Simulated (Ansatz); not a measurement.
# How an unstable B structure lowers its energy

These are results of Ansatz, DFT PBEsol, scalar-relativistic, plane waves, PAW, not measurements. All cells share a 420 eV cutoff and Γ-centred k meshes spaced at most 0.3 Å⁻¹ (0.19 for metals, 2π included).

The start was the graphite type (P6_3/mmc, No. 194), relaxed within its symmetry. A cell of 8 atoms (2 times the primitive one) was then disturbed at random, relaxed without symmetry and relaxed once more on a fine mesh. The k mesh leaves about 4 meV/atom of noise in metals.

Before:

```
B
1.0
     2.98701    0.00000    0.00000
    -1.49351    2.58683    0.00000
     0.00000    0.00000    3.96602
B
4
Direct
  0.00000 0.00000 0.25000
  0.00000 0.00000 0.75000
  0.33333 0.66667 0.75000
  0.66667 0.33333 0.25000
```

After:

```
B
1.0
     2.79063   -1.44563    0.00000
     2.79063    1.44563    0.00000
    -0.14399    0.00000    3.23322
B
4
Direct
  0.09697 0.09697 0.30521
  0.90303 0.90303 0.69479
  0.23086 0.23086 0.82936
  0.76914 0.76914 0.17064
```

**Question.** Is this a distortion of the same structure or a reconstruction, and what lowers the energy?

**Answer.** A reconstruction, from P6_3/mmc (No. 194) to C2/m (No. 12). Each B has on average 6.5 B contacts in place of 4, longer on average (1.79 → 1.80 Å).

**Question.** What does it gain?

**Answer.** 707 meV/atom, with the volume going from 7.66 to 6.52 Å³/atom.

This form isn't the element's structure at ambient conditions.